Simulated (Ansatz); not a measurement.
## P under changes of volume

One of the cells (20.458 Å³/atom); the others are scaled copies at fixed shape and fractional positions:

```xyz
4
Lattice="1.6477 -5.4650 0.0000 1.6477 5.4650 0.0000 0.0000 0.0000 4.5436" Properties=species:S:1:pos:R:3 pbc="T T T"
P     1.6477   -4.4173    2.6754
P     1.6477    4.4173    1.8683
P     1.6477   -1.0477    0.4035
P     1.6477    1.0477    4.1401
```

* Program: Ansatz 0.2.0
* Functional: LDA
* Potentials or basis: Ansatz PAW
* Cutoff: 420 eV (not typed: the program's choice for these potentials)
* k mesh: 8 × 8 × 6
* Occupations: fermi-dirac, width 0.05 eV
* Spin: no spin polarisation

```csv
volume (Å³/atom),energy over the lowest point (meV/atom),pressure (GPa),gap on the mesh (eV),largest force (eV/Å)
19.230,5.70,2.9,0.08,0.742
19.639,0.59,1.1,0.06,0.541
20.049,0.00,-0.6,0.05,0.358
20.458,3.45,-2.1,0.02,0.196
20.867,?,?,?,?
21.276,20.85,-4.6,0.04,0.180
21.685,34.08,-5.7,0.08,0.307
```

Q: What does the run at 20.867 Å³/atom give?

A: Energy over the lowest point 10.53 meV/atom; pressure -3.4 GPa; gap on the mesh 0.01 eV; largest force 0.103 eV/Å.

Worked out: A Birch-Murnaghan fit of order 3 (a polynomial in V^(-2/3)) to the other rows has its minimum at 19.90 Å³/atom with B0 = V·E''(V) = 80 GPa and B' = 4.3 at fixed shape and positions, which overstates the stiffness. It gives 10.53 meV/atom at 20.867 Å³/atom, against the run's 10.53, and -dE/dV = -3.4 GPa, against -3.4.

Energies are extrapolated to zero smearing.

Caveats: the PAW data sets come from PBE, with cores solved anew for the run's functional, which leaves a small shift of forces and pressure.

A mesh can miss the band edges.
